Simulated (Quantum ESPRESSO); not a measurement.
Runs of Quantum ESPRESSO 7.5 on Te2Mo. The structure is hexagonal, space group P6_3/mmc (No. 194). Conventional cell: a = 3.518 Å, b = 3.518 Å, c = 13.974 Å, α = 90.00°, β = 90.00°, γ = 120.00°. Around Te (site symmetry 3m) lie 3 Mo at 2.72 Å. Around Mo (site symmetry -6m2) lie 6 Te at 2.72 Å. 

```csv
task,level,potentials or basis,cutoff (eV),form of the LDA correlation,SCF threshold,symmetry,gap on the mesh (eV),pressure (GPa),V0 of scaled cells (Å³/atom),B0 (GPa),largest force (eV/Å)
equation of state,LDA,GBRV 1.5 LDA,612,PZ81,1.2e-09 Ry,-,-,-,(b),111,-
band structure,PBEsol,GBRV 1.5 PBEsol,612,-,1.2e-09 Ry,-,0.70,-0.3,-,-,0.04
equation of state,PBEsol,GBRV 1.5 PBEsol,612,-,1.2e-09 Ry,-,-,-,24.93,105,-
single point,PBEsol,GBRV 1.5 PBEsol,612,-,1.2e-09 Ry,-,0.70,-0.3,-,-,0.04
band structure,r2SCAN,SG15 PBE 1.2,952,-,1e-08 Ry,off,(a),1.4,-,-,0.25
```

Alike in all rows: no spin polarisation; cell as given; k mesh 9 × 9 × 2; smearing fermi-dirac 0.05 eV.

Problem. Fill in the values left out.

Solution. (a) 0.93; (b) 24.51.

Caveats: spin-orbit coupling is left out, which moves the levels of the heavy elements (some runs); this functional lacks dispersion, which binds the layers, so the pressure and a relaxed spacing across them are unreliable (some runs); the cell was scaled at fixed shape and fractional positions, which overstates the stiffness of a crystal with free parameters, most of all of layers and chains (some runs); an odd mesh through Γ misses points on the zone boundary, where band edges often lie (some runs); the potentials were made for another functional, which shifts forces and pressure (some runs).

A k mesh can miss the band edges, and the runs leave out spin-orbit coupling on Mo, Te.

The runs don't all hold the same shells in valence.
